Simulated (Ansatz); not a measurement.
# WS2 (Tungstenite): how the settings move a single-point run

How sensitive is a single-point run of WS2 (Tungstenite) to its settings? A reference run comes first, then one run with altered input.

Computed with Ansatz 0.2.0 (reference: DFT, PBEsol, PAW with Ansatz's default frozen-core files, scalar-relativistic, unless a step's input says otherwise).

3 further runs of the same task are left out: 3 that didn't finish.

## Step 1: The system as given

It takes space group Cm (No. 8, monoclinic). The conventional cell has a = 5.470 Å, b = 3.158 Å, c = 6.427 Å, α = 90.00°, β = 106.48°, γ = 90.00°. W (site symmetry m) is surrounded by 6 S at 2.10 to 2.52 Å. Around S (site symmetry m) lie 3 W at 2.10 to 2.37 Å. S (site symmetry m) is surrounded by 3 W at 2.40 to 2.52 Å.

Coordinates:

```xyz
3
Lattice="1.5790 0.9116 6.1633 -1.5790 0.9116 6.1633 0.0000 -1.8233 6.1633" Properties=species:S:1:pos:R:3 pbc="T T T"
W    -0.0947   -0.0547   -0.0928
S     0.0947    0.0547    4.7097
S     0.0000    0.0000    7.7473
```

## Step 2: Baseline

input.yaml

```yaml
crystal:
  lattice:
    - [1.579, 0.9116360751, 6.1633333333]
    - [-1.579, 0.9116360751, 6.1633333333]
    - [0.0, -1.8232721501, 6.1633333333]
  atoms:
    - { symbol: W, position: [-0.045018, 0.014982, 0.014982] }
    - { symbol: S, position: [0.294718, 0.234718, 0.234718] }
    - { symbol: S, position: [0.419, 0.419, 0.419] }
kpoints:
  mp_grid: { grid: [11, 11, 11] }
scf:
  occupations: { method: fermi_dirac, width: 0.05 }
hamiltonian:
  xc: pbesol
  pseudopotentials: { kind: paw }
output:
  forces: true
  stress: true
  eigenvalues: true
  efg: { contact_densities: true }
  populations: true
```

Run with:

```
> ansatz run input.yaml --threads 1 --pin off --max-ram 3072MiB --backend cpu --events-out ev --progress --plain --runs-dir out
```

## Step 3: Changing settings: lower_state_search standard, ecutrho_ratio 4, ecutwfc 450 eV

input.yaml: that of step 2 with these lines changed.

```diff
@@ -13,2 +13,3 @@
   occupations: { method: fermi_dirac, width: 0.05 }
+  lower_state_search: standard
 hamiltonian:
@@ -22 +23,4 @@
   populations: true
+basis:
+  ecutrho_ratio: 4
+  ecutwfc: "450 eV"
```

Before running it: what results should come out? Wanted: for each run, ending; energy change; pressure; gap; force.

**Answer**, as computed:

```csv
run,ending,energy change,pressure (GPa),gap (eV),force (eV/Å),cycles,time
reference,converged,0,10.4,0.43,8.20,8,47 s
"1: lower_state_search standard, ecutrho_ratio 4, ecutwfc 450 eV",converged,-0.3 meV/atom,10.4,0.43,8.20,8,50 s
```

Residual by cycle in the longest SCF loop of each run; runs are numbered as in the table. The quantity is the density residual dr2, in eV.

```csv
cycle,reference,run 1
1,0.0735,0.0734
2,0.199,0.198
3,0.00881,0.00881
4,5.8e-4,5.8e-4
5,1.6e-4,1.6e-4
6,6.5e-6,6.6e-6
7,2.9e-7,2.9e-7
8,1.3e-8,1.3e-8
```

What this shows: Changing the search for lower states and cutoff hardly moves the energy: -0.3 meV/atom. The gap of the reference lacks spin-orbit coupling, though the cell holds W.
